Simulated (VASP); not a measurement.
Here is a VASP 6.6.1 calculation.

Contents of INCAR:

```
SYSTEM = Zr
AGGAC = 1.0 ; AGGAX = 1.0
ALDAC = 0.0 ; ALDAX = 1.0
ALGO = Normal ; EDIFF = 1E-6
ENCUT = 520 ; GGA = B5
ISIF = 2 ; ISMEAR = -1
LASPH = .True. ; LCHARG = .True.
LELF = .True. ; LREAL = .False.
LVHAR = .True. ; LWAVE = .False.
NBANDS = 12 ; NELM = 100
PREC = Accurate ; SIGMA = 0.1
```

The input KPOINTS:

```
k-points
0
Gamma
  12 12 12
  0 0 0
```

File POSCAR:

```
Zr
1.0
    2.8814413263      0.0000000000      0.0000000000
    0.0000000000      2.8814413263      0.0000000000
    0.0000000000      0.0000000000      2.8814413263
Zr
1
Direct
    0.0000000000      0.0000000000      0.0000000000
```

Potentials or basis: VASP PAW PBE potentials, release 64 (Zr_sv).

Command:

```bash
$ cat potpaw_PBE.64/Zr_sv/POTCAR > POTCAR
$ mpirun -np 1 vasp_std > vasp.out
```

(1) Predict the band gap on the k mesh.

(2) What does it give for the pressure?

Answers

(1) none (metal or under the smearing width).

(2) 6.3 GPa.

Caveat: the PAW data sets were made with another functional, which shifts forces and pressure a little.
